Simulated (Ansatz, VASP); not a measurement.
**CaSe in VASP and in Ansatz**

```
CELL_PARAMETERS angstrom
0.00000 2.95600 2.95600
2.95600 0.00000 2.95600
2.95600 2.95600 0.00000
ATOMIC_POSITIONS crystal
Ca 0.96828 0.96828 0.03172
Se 0.50000 0.50000 0.50000
```

Change from the starting cell: all Ca atoms moved +0.188 Å, as atom 1 towards its neighbour atom 2 (Se) at 2.956 Å.

Alike in both runs: task single point; functional PBE; k mesh 8 × 8 × 8; occupations gaussian, width 0.05 eV; no spin polarisation.

```csv
,VASP,Ansatz
version,VASP 6.6.1,Ansatz 0.2.0
potentials or method,"VASP PAW PBE potentials, release 64 (Ca_sv, Se)","scalar-relativistic, plane waves, PAW"
plane-wave cutoff (eV),520,420
valence electrons in the cell,16,26
```

Ansatz gave:

* gap on the k mesh at the Fermi level (eV): 2.10
* least direct gap on the mesh (eV): 2.98
* pressure (GPa): 1.8
* largest component of the traceless stress (GPa): 1.60
* rms of the force components (eV/Å): 0.376

Problem. Estimate VASP's values.

Solution. gap on the k mesh at the Fermi level (eV): 2.09; least direct gap on the mesh (eV): 2.97; pressure (GPa): 2.0; largest component of the traceless stress (GPa): 1.62; rms of the force components (eV/Å): 0.382.

Atom by atom the forces differ by 0.006 eV/Å (rms over components). The two sets of potentials don't hold the same shells in valence.

A k mesh can miss the band edges.
